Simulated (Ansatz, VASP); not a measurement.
# Ru: VASP beside Ansatz

Contents of INCAR:

```
ALGO = Normal ; EDIFF = 1E-7
ENCUT = 520 ; GGA = PS
ISIF = 2 ; ISMEAR = 0
LASPH = T ; LCHARG = T
LELF = T ; LREAL = F
LVHAR = T ; LWAVE = F
NBANDS = 36 ; NELM = 100
PREC = Accurate ; SIGMA = 0.1
```

KPOINTS

```
k-points
0
Gamma
  6 6 4
```

File POSCAR:

```
Ru
1.0
    1.5001501721     -4.7587845338      0.0000000000
    1.5001501721      4.7587845338      0.0000000000
    0.0000000000      0.0000000000      3.9701859539
Ru
4
Direct
    0.0980000000      0.9020000000      0.9100000000
    0.5980000000      0.4020000000      0.5900000000
    0.9020000000      0.0980000000      0.0900000000
    0.4020000000      0.5980000000      0.4100000000
```

Input for Ansatz:

```yaml
crystal:
  lattice:
    - [1.5001501721, -4.7587845338, 0.0]
    - [1.5001501721, 4.7587845338, 0.0]
    - [0.0, 0.0, 3.9701859539]
  atoms:
    - { symbol: Ru, position: [0.098, 0.902, 0.91] }
    - { symbol: Ru, position: [0.598, 0.402, 0.59] }
    - { symbol: Ru, position: [0.902, 0.098, 0.09] }
    - { symbol: Ru, position: [0.402, 0.598, 0.41] }
basis:
  ecutwfc: 420
kpoints:
  mp_grid: { grid: [6, 6, 4] }
hamiltonian:
  xc: pbesol
scf:
  occupations: { method: gaussian, width: 0.1 }
  lower_state_search: "off"
output:
  forces: true
  stress: true
  eigenvalues: true
```

Alike in both runs: task single point; functional PBEsol; k mesh 6 × 6 × 4; occupations gaussian, width 0.1 eV; no spin polarisation.

|  | VASP | Ansatz |
| --- | --- | --- |
| version | VASP 6.6.1 | Ansatz 0.2.0 |
| potentials or method | VASP PAW PBE potentials, release 64 (Ru_pv) | scalar-relativistic, plane waves, PAW |
| plane-wave cutoff (eV) | 520 | 420 |
| valence electrons in the cell | 56 | 64 |

```tsv
	VASP	Ansatz	Ansatz less VASP
gap on the k mesh at the Fermi level (eV)	none	none	-
rms of the force components (eV/Å)	10.970	10.492	-0.4776
```

Atom by atom the forces differ by 0.478 eV/Å (rms over components). A gap of «none» marks a metal or a gap that the smearing closes. The functional is the same, so the differences come from potentials, cutoffs and numerics. The two sets of potentials don't hold the same shells in valence.

Caveats: the k mesh is coarse (spacing up to 0.40 Å⁻¹), so the values aren't converged; the PAW data sets were made with another functional, which shifts forces and pressure a little (VASP).
